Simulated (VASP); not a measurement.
# Cu (I4/mmm) in VASP: a series of runs

The runs below take Cu through single point, with PBE.

All numbers are computed with VASP 6.6.1; they aren't measurements. Logs are shortened: lines on timing, memory, paths and dates and some standing lists are left out, and cuts for length are marked.

### Step 1. The structure

The structure is tetragonal, space group I4/mmm (No. 139). Conventional cell: a = 2.886 Å, b = 2.886 Å, c = 2.752 Å, α = 90.00°, β = 90.00°, γ = 90.00°. Around Cu (site symmetry 4/mmm) lie 10 Cu at 2.46 to 2.75 Å.

This isn't the form of Cu at room conditions, which is fcc.

### Step 2. Single point, PBE

Input file INCAR:

```
SYSTEM = Cu
  PREC = Accurate
  ENCUT = 520
  EDIFF = 1E-7
  ISMEAR = 0
  SIGMA = 0.15
  LREAL = .False.
  LASPH = .True.
  NELM = 100
  ALGO = Fast
  ISIF = 2
  LWAVE = .False.
  LCHARG = .False.
  GGA = PE
  NBANDS = 12
```

Input file KPOINTS:

```
Automatic mesh
0
Gamma
  26 26 26
  0 0 0
```

Input file POSCAR:

```
Cu
1.0
   -1.4427933200      1.4427933200      1.3760814500
    1.4427933200     -1.4427933200      1.3760814500
    1.4427933200      1.4427933200     -1.3760814500
Cu
1
Direct
    0.0000000000      0.0000000000      0.0000000000
```

Potentials or basis: VASP PAW PBE potentials, release 64 (Cu).

On the command line:

```sh
cat potpaw_PBE.64/Cu/POTCAR > POTCAR
mpirun -np 1 vasp_std > vasp.out
```

OUTCAR:

```text
SYSTEM = Cu
   PREC = Accurate
   ENCUT = 520
   EDIFF = 1E-7
   ISMEAR = 0
   LREAL = .False.
   LASPH = .True.
   NELM = 100
   ISIF = 2
   GGA = PE

 ion  position               nearest neighbor table
   1  0.000  0.000  0.000-

  LATTYP: Found a body centered tetragonal cell.
 ALAT       =     2.8855866400
 C/A-ratio  =     0.9537620052

  Lattice vectors:

 A1 = (  -1.4427933200,   1.4427933200,   1.3760814500)
 A2 = (   1.4427933200,  -1.4427933200,   1.3760814500)
 A3 = (   1.4427933200,   1.4427933200,  -1.3760814500)

Analysis of symmetry for initial positions (statically):
=====================================================================
 Subroutine PRICEL returns:
 Original cell was already a primitive cell.

 Routine SETGRP: Setting up the symmetry group for a
 body centered tetragonal supercell.

 Subroutine GETGRP returns: Found 16 space group operations
 (whereof 16 operations were pure point group operations)
 out of a pool of 16 trial point group operations.

The static configuration has the point symmetry D_4h.

Analysis of symmetry for dynamics (positions and initial velocities):
=====================================================================
 Subroutine PRICEL returns:
 Original cell was already a primitive cell.

 Routine SETGRP: Setting up the symmetry group for a
 body centered tetragonal supercell.

 Subroutine GETGRP returns: Found 16 space group operations
 (whereof 16 operations were pure point group operations)
 out of a pool of 16 trial point group operations.

The dynamic configuration has the point symmetry D_4h.

 Subroutine INISYM returns: Found 16 space group operations
 (whereof 16 operations are pure point group operations),
 and found     1 'primitive' translations

----------------------------------------------------------------------------------------

                                     Primitive cell

  volume of cell :      11.4581

  direct lattice vectors                    reciprocal lattice vectors
    -1.442793320  1.442793320  1.376081450     0.000000000  0.346549983  0.363350585
     1.442793320 -1.442793320  1.376081450     0.346549983  0.000000000  0.363350585
     1.442793320  1.442793320 -1.376081450     0.346549983  0.346549983  0.000000000

  length of vectors
     2.461078074  2.461078074  2.461078074     0.502116060  0.502116060  0.490095685

  position of ions in fractional coordinates (direct lattice)
     0.000000000  0.000000000  0.000000000

  ion indices of the primitive-cell ions
   primitive index   ion index
                 1           1

----------------------------------------------------------------------------------------

 KPOINTS: Automatic mesh

Automatic generation of k-mesh.
 Grid dimensions read from file:
 generate k-points for:   26   26   26

 Generating k-lattice:

  Cartesian coordinates                     Fractional coordinates (reciprocal lattice)
     0.000000000  0.013328845  0.013975023     0.038461538 -0.000000000  0.000000000
     0.013328845  0.000000000  0.013975023    -0.000000000  0.038461538  0.000000000
     0.013328845  0.013328845  0.000000000     0.000000000  0.000000000  0.038461538

  Length of vectors
     0.019312156  0.019312156  0.018849834

  Shift w.r.t. Gamma in fractional coordinates (k-lattice)
     0.000000000  0.000000000  0.000000000

 Subroutine IBZKPT returns following result:
 ===========================================

 Found   1330 irreducible k-points:

 Following reciprocal coordinates:
            Coordinates               Weight
  0.000000  0.000000  0.000000      1.000000
  0.038462  0.000000  0.000000      8.000000
  0.076923  0.000000  0.000000      8.000000
  0.115385  0.000000  0.000000      8.000000
  0.153846  0.000000  0.000000      8.000000
  0.192308 -0.000000  0.000000      8.000000
[... 16 lines left out ...]
  0.346154  0.038462  0.000000     16.000000
  0.384615  0.038462  0.000000     16.000000
 [... further k-points ...]
   k-points           NKPTS =   1330   k-points in BZ     NKDIM =   1330   number of bands    NBANDS=     12
   number of dos      NEDOS =    301   number of ions     NIONS =      1
   total plane-waves  NPLWV =   5832
   dimension x,y,z NGX =    18 NGY =   18 NGZ =   18
   dimension x,y,z NGXF=    36 NGYF=   36 NGZF=   36
   ions per type =               1
   NGX,Y,Z   is equivalent  to a cutoff of  12.16, 12.16, 12.16 a.u.
   NGXF,Y,Z  is equivalent  to a cutoff of  24.32, 24.32, 24.32 a.u.
 SYSTEM =  Cu
   PREC   = accura    normal or accurate (medium, high low for compatibility)
   ISTART =      0    job   : 0-new  1-cont  2-samecut
   ICHARG =      2    charge: 1-file 2-atom 10-const
   ISPIN  =      1    spin polarized calculation?
   LNONCOLLINEAR =      F non collinear calculations
   LSORBIT =      F    spin-orbit coupling
   LASPH  =      T    aspherical Exc in radial PAW
   ENCUT  =  520.0 eV  38.22 Ry    6.18 a.u.   4.58  4.58  4.58*2*pi/ulx,y,z
   NELM   =    100;   NELMIN=  2; NELMDL= -5     # of ELM steps
   EDIFF  = 0.1E-06   stopping-criterion for ELM
   LREAL  =      F    real-space projection
   EDIFFG = 0.1E-05   stopping-criterion for IOM
   NSW    =      0    number of steps for IOM
   IBRION =     -1    ionic relax: 0-MD 1-quasi-New 2-CG
   NFREE  =      0    steps in history (QN), initial steepest desc. (CG)
   ISIF   =      2    stress and relaxation
   ISYM   =      2    0-nonsym 1-usesym 2-fastsym
   POTIM  = 0.5000    time-step for ionic-motion
   TEBEG  =    0.0;   TEEND  =   0.0 temperature during run
   PSTRESS=    0.0 pullay stress
   NELECT =      11.0000    total number of electrons
   NUPDOWN=      -1.0000    fix difference up-down
   EMIN   =  10.00;   EMAX   =-10.00  energy-range for DOS
   EFERMI =   0.00;   METHOD = LEGACY
   ISMEAR =     0;   SIGMA  =   0.15  broadening in eV -4-tet -1-fermi 0-gaus
   EFERMI_NEDOS =   21; number of points for ismear=-14 and -15
   IALGO  =     68    algorithm
   IMIX   =      4    mixing-type and parameters
     AMIX     =   0.40;   BMIX     =  1.00
     AMIX_MAG =   1.60;   BMIX_MAG =  1.00
  volume/ion in A,a.u.               =      11.46        77.32
  Fermi-wavevector in a.u.,A,eV,Ry     =   1.614984  3.051878 35.486359  2.608174
  Thomas-Fermi vector in A             =   2.709805
   LORBIT       =      0    0 simple, 1 ext, 2 COOP (PROOUT), +10 PAW based schemes
   GGA     = PE    functional components
   LHFCALC =     F    Hartree Fock is set to
   AEXX    =    0.0000 exact exchange contribution
   IVDW    =     0    specifies the selected vdW correction
   LEPSILON=     F    determine dielectric tensor
   LRPA    =     F    only Hartree local field effects (RPA)
 non-spin polarized calculation
 RMM-DIIS sequential band-by-band and
 Gauss-broadening in eV      SIGMA  =   0.15
  energy-cutoff  :      520.00
  volume of cell :       11.46
 maximum number of plane-waves:       327
   NGX =  9   NGY =  9   NGZ =  9

 number of electron      10.9999998 magnetization

 Free energy of the ion-electron system (eV)
  ---------------------------------------------------
  ext. energy  EPLUGINS =         0.00000000
  ---------------------------------------------------
  free energy    TOTEN  =        -3.67964032 eV

  energy without entropy =       -3.67536283  energy(sigma->0) =       -3.67750157

 E-fermi :   7.9730     XC(G=0): -12.9039

 val. band max:        7.9716116888   @ k =  -0.1154  -0.4231   0.0769
 cond. band min:       7.9733874657   @ k =  -0.2308  -0.3462   0.2308
 fundamental gap:      0.0017757768
 Fermi energy:         7.9730442382

 k-point     1 :       0.0000    0.0000    0.0000
  band No.  band energies     occupation
      1      -1.6116      2.00000
      2       4.6419      2.00000
      3       4.8367      2.00000
      4       4.8367      2.00000
      5       5.7076      2.00000
      6       5.9138      2.00000
      7      32.8396      0.00000
      8      32.8396      0.00000
      9      34.0849      0.00000
     10      36.9080      0.00000
     11      36.9109      0.00000
     12      36.9231      0.00000

 k-point     2 :       0.0385    0.0000    0.0000
  band No.  band energies     occupation
      1      -1.5522      2.00000
      2       4.6475      2.00000
      3       4.8353      2.00000
      4       4.8422      2.00000
      5       5.7078      2.00000
      6       5.9046      2.00000
      7      32.4927      0.00000
      8      32.6756      0.00000
      9      33.5953      0.00000
     10      35.9271      0.00000
     11      36.0819      0.00000
     12      36.4922      0.00000

 k-point     3 :       0.0769    0.0000    0.0000
  band No.  band energies     occupation
      1      -1.3748      2.00000
      2       4.6470      2.00000
      3       4.8299      2.00000
      4       4.8759      2.00000
      5       5.7077      2.00000
      6       5.8808      2.00000
      7      31.2893      0.00000
      8      32.2613      0.00000
      9      32.5595      0.00000
     10      34.6454      0.00000
     11      35.3023      0.00000
     12      36.0484      0.00000
[... 286 lines left out ...]
 k-point    23 :       0.3462    0.0385    0.0000
  band No.  band energies     occupation
      1       2.3937      2.00000
      2       4.0775      2.00000
      3       5.2889      2.00000
      4       5.7838      2.00000
      5       5.9926      2.00000
      6       6.3244      2.00000
      7      16.5067      0.00000
      8      25.7254      0.00000
      9      26.3444      0.00000
     10      30.0753      0.00000
     11      32.8587      0.00000
     12      39.8072      0.00000

 k-point    24 :       0.3846    0.0385    0.0000
  band No.  band energies     occupation
      1       2.6407      2.00000
      2       4.0169      2.00000
      3       5.6419      2.00000
      4       5.9068      2.00000
      5       6.0946      2.00000
      6       6.6184      2.00000
      7      14.9194      0.00000
      8      25.2812      0.00000
      9      25.8609      0.00000
     10      29.9079      0.00000
     11      32.7942      0.00000
     12      40.5531      0.00000

 [... further k-points ...]
[... 5 lines left out ...]
  --------------------------------------------------------------------------------------
  -------------------------------------------------------------------------------------
  Total        0.5617631      0.5617631      0.5608910      0.0000000     -0.0000000      0.0000000
  in kB       78.5509422     78.5509422     78.4289948      0.0000000     -0.0000000      0.0000000
  external PRESSURE =      78.5102931 kB  Pullay stress =       0.0000000 kB

 VOLUME and BASIS-vectors are now :
 -----------------------------------------------------------------------------
  energy-cutoff  :      520.00
  volume of cell :       11.46
      direct lattice vectors                 reciprocal lattice vectors
    -1.442793320  1.442793320  1.376081450     0.000000000  0.346549983  0.363350585
     1.442793320 -1.442793320  1.376081450     0.346549983  0.000000000  0.363350585
     1.442793320  1.442793320 -1.376081450     0.346549983  0.346549983  0.000000000

 POSITION                                       TOTAL-FORCE (eV/Angst)
 -----------------------------------------------------------------------------------
      0.00000      0.00000      0.00000         0.000000      0.000000      0.000000
 -----------------------------------------------------------------------------------
    total drift:                                0.000000      0.000000      0.000000

  FREE ENERGIE OF THE ION-ELECTRON SYSTEM (eV)
  ---------------------------------------------------
  free  energy   TOTEN  =        -3.6796403175 eV

  energy  without entropy=       -3.6753628287  energy(sigma->0) =       -3.67750157
```

It took 2.6 min on 1 thread of Intel Xeon Platinum 8259CL at 2.50GHz (Skylake/Cascade Lake), shared host; peak memory 0.28 GiB.

What came out:

| Quantity | Value |
| --- | --- |
| Free energy | -3.6796 eV |
| Pressure | 7.9 GPa |
| Band gap on the k mesh | none (metal or under the smearing width) |

Levels at points of the mesh, in eV from the Fermi level:
```tsv
k point	band 3	band 4	band 5	band 6	band 7	band 8	band 9	band 10
(0.00, 0.00, 0.00)	-3.14	-3.14	-2.27	-2.06	24.87	24.87	26.11	28.93
(0.50, 0.00, 0.00)	-2.18	-1.96	-1.38	-0.54	4.69	17.35	17.48	21.36
(0.50, 0.50, 0.00)	-2.34	-2.09	-1.41	-0.91	4.17	18.60	18.91	22.53
(0.50, 0.50, 0.50)	-1.58	-1.58	-1.53	7.74	7.74	9.58	13.35	13.99
```

### Step 3. Single point, PBE

Input file INCAR:

```
SYSTEM = Cu
PREC     = Accurate       ! precision mode
ENCUT    = 520            ! plane-wave cutoff, eV
EDIFF    = 1E-7           ! SCF threshold, eV
ISMEAR   = 0              ! smearing method
SIGMA    = 0.15           ! smearing width, eV
LREAL    = .False.        ! projectors in reciprocal space
LASPH    = .True.         ! aspherical terms in the spheres
NELM     = 100            ! most SCF steps
ALGO     = Fast           ! electronic algorithm
ISIF     = 2              ! what is computed and relaxed
LWAVE    = .False.        ! write WAVECAR
LCHARG   = .False.        ! write CHGCAR
GGA      = PE             ! functional
NBANDS   = 12             ! bands
```

Input file KPOINTS:

```
Automatic mesh
0
Gamma
  24 24 24
  0 0 0
```

POSCAR is that of step 2.

Potentials or basis: VASP PAW PBE potentials, release 64 (Cu).

On the command line:

```sh
cat potpaw_PBE.64/Cu/POTCAR > POTCAR
mpirun -np 1 vasp_std > vasp.out
```

It took 2.1 min on 1 thread of Intel Xeon Platinum 8259CL at 2.50GHz (Skylake/Cascade Lake), shared host; peak memory 0.24 GiB.

It converged, with:

```yaml
Free_energy: -3.6794 eV
Pressure: 7.8 GPa
Band_gap_on_the_k_mesh: none (metal or under the smearing width)
```

Levels at points of the mesh, in eV from the Fermi level:
| k point | band 2 | band 3 | band 4 | band 5 | band 6 | band 7 | band 8 | band 9 | band 10 | band 11 |
| --- | --- | --- | --- | --- | --- | --- | --- | --- | --- | --- |
| (0.00, 0.00, 0.00) | -3.34 | -3.14 | -3.14 | -2.27 | -2.06 | 24.86 | 24.86 | 26.11 | 28.93 | 28.93 |
| (0.50, 0.00, 0.00) | -4.03 | -2.18 | -1.96 | -1.39 | -0.54 | 4.69 | 17.35 | 17.48 | 21.36 | 24.43 |
| (0.50, 0.50, 0.00) | -3.79 | -2.34 | -2.10 | -1.41 | -0.91 | 4.17 | 18.59 | 18.90 | 22.52 | 25.53 |
| (0.50, 0.50, 0.50) | -4.79 | -1.58 | -1.58 | -1.53 | 7.73 | 7.73 | 9.58 | 13.34 | 13.98 | 16.79 |
